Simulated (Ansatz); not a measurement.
**PbSe: a single-point run**

The task is a single-point run on PbSe. The structure is shown as the input types it. The cell is built on a prototype (zincblende) and needn't be the phase found in nature.

Computed with Ansatz 0.2.0 (density functional or hybrid calculation with the settings of its input, plane waves (as first typed), unless a step's input says otherwise).

9 further runs of the same task are left out: 1 for a known fault of the program, 8 that didn't finish.

### 1 The structure to begin with

Symmetry: F-43m, No. 216, cubic system. The conventional cell has a = 6.846 Å, b = 6.846 Å, c = 6.846 Å, α = 90.00°, β = 90.00°, γ = 90.00°. Pb (site symmetry -43m) is surrounded by 4 Se at 2.96 Å. Around Se (site symmetry -43m) lie 4 Pb at 2.96 Å.

As a file:

```xyz
2
Lattice="0.0000 3.4232 3.4232 3.4232 0.0000 3.4232 3.4232 3.4232 0.0000" Properties=species:S:1:pos:R:3 pbc="T T T"
Pb    0.0000    0.0000    0.0000
Se    1.7116    1.7116    1.7116
```

### 2 Input and run

input.yaml

```yaml
crystal:
  lattice:
    - [0.0, 3.423204131, 3.423204131]
    - [3.423204131, 0.0, 3.423204131]
    - [3.423204131, 3.423204131, 0.0]
  atoms:
    - { symbol: Pb, position: [0.0, 0.0, 0.0] }
    - { symbol: Se, position: [0.25, 0.25, 0.25] }
kpoints:
  mp_grid: { grid: [1, 1, 1] }
hamiltonian:
  xc: r2scan
scf:
  occupations: { method: fixed }
  n_extra_bands: 4
output:
  forces: true
  stress: true
  eigenvalues: true
```

Started as:

```console
$ ansatz run input.yaml --threads 4 --pin off --max-ram 3686MiB --backend cpu --events-out ev --progress --plain --runs-dir out
```

What happens when this is run?

This run ends as converged. It gives a pressure of 16 GPa, which is large; a structure far from rest gives such values too, whatever the setting.

In the input, kpoints.mp_grid.grid is [1, 1, 1]. One k-point can't sample the Brillouin zone of so small a cell.

To check: set kpoints.mp_grid.grid to [4, 4, 4].
